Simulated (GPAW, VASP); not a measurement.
Given: the input of a run of VASP 6.6.1 on TiTe. The cell comes from a database or a generator and needn't be the stable form of this composition.

Contents of INCAR:

```
ALGO = Normal ; EDIFF = 1E-6
ENCUT = 520 ; ISIF = 2
ISMEAR = -1 ; LASPH = True
LCHARG = True ; LDAU = True
LDAUJ = 0 0 ; LDAUL = 2 -1
LDAUPRINT = 1 ; LDAUTYPE = 2
LDAUU = 4 0 ; LELF = True
LMAXMIX = 4 ; LMIXTAU = True
LREAL = False ; LVHAR = True
LWAVE = False ; METAGGA = R2SCAN
NELM = 100 ; PREC = Accurate
SIGMA = 0.05
```

Contents of KPOINTS:

```
k-points
0
Gamma
  8 8 8
```

File POSCAR:

```
TiTe
1.0
    0.0000000000      3.0500668100      3.0500668100
    3.0500668100      0.0000000000      3.0500668100
    3.0500668100      3.0500668100      0.0000000000
Ti Te
1 1
Direct
    0.5000000000      0.5000000000      0.5000000000
    0.0000000000      0.0000000000      0.0000000000
```

Potentials or basis: VASP PAW PBE potentials, release 64 (Ti_sv, Te).

The run is started by

```sh
$ cat potpaw_PBE.64/Ti_sv/POTCAR potpaw_PBE.64/Te/POTCAR > POTCAR
$ mpirun -np 1 vasp_std > vasp.out
```

Problem. Set up the same calculation for GPAW 26.7.0 (ASE script). Potentials or basis there: GPAW PAW data sets (gpaw-data 1.2.1), cutoff 600 eV.

Solution. As run (cutoffs and basis follow the program's own potentials, and thresholds, step limits or extra output files can differ):

File run.py:

```python
from ase.dft.bandgap import bandgap
from ase.io import read, write
from ase.units import GPa
from gpaw import GPAW, PW

atoms = read('POSCAR')

calc = GPAW(mode=PW(600),
            xc='MGGA_X_R2SCAN+MGGA_C_R2SCAN',
            kpts={'size': (8, 8, 8), 'gamma': True},
            occupations={'name': 'fermi-dirac', 'width': 0.05},
            setups={'Ti': ':d,4.0'},
            nbands=19,
            convergence={'density': 1e-05, 'energy': 1e-05},
            maxiter=150,
            txt='gpaw.txt')
atoms.calc = calc
energy = atoms.get_potential_energy()
forces = atoms.get_forces()
stress = atoms.get_stress()
calc.write('gs.gpw')
write('result.traj', atoms)
print(f'Energy: {energy:.6f} eV')
print('Forces (eV/A):')
print(forces.round(4))
print('Stress (GPa):', (stress / GPa).round(3))
print('Fermi level:', round(calc.get_fermi_level(), 4), 'eV')
print(f'Gap: {bandgap(calc)[0]:.4f} eV, direct: {bandgap(calc, direct=True)[0]:.4f} eV')
```

POSCAR

```
TiTe
1.0
    0.0000000000      3.0500668100      3.0500668100
    3.0500668100      0.0000000000      3.0500668100
    3.0500668100      3.0500668100      0.0000000000
Ti Te
1 1
Direct
    0.5000000000      0.5000000000      0.5000000000
    0.0000000000      0.0000000000      0.0000000000
```

Potentials or basis: GPAW PAW data sets (gpaw-data 1.2.1), pw.

Command:

```console
$ OMP_NUM_THREADS=1 python run.py
```

Both were run:

|  | VASP | GPAW |
| --- | --- | --- |
| Pressure | -9.5 GPa | -10.2 GPa |

VASP's potentials were made for PBE. GPAW's potentials were made for PBE.

How U acts hangs on each program's projectors.

Pressure is positive in compression.
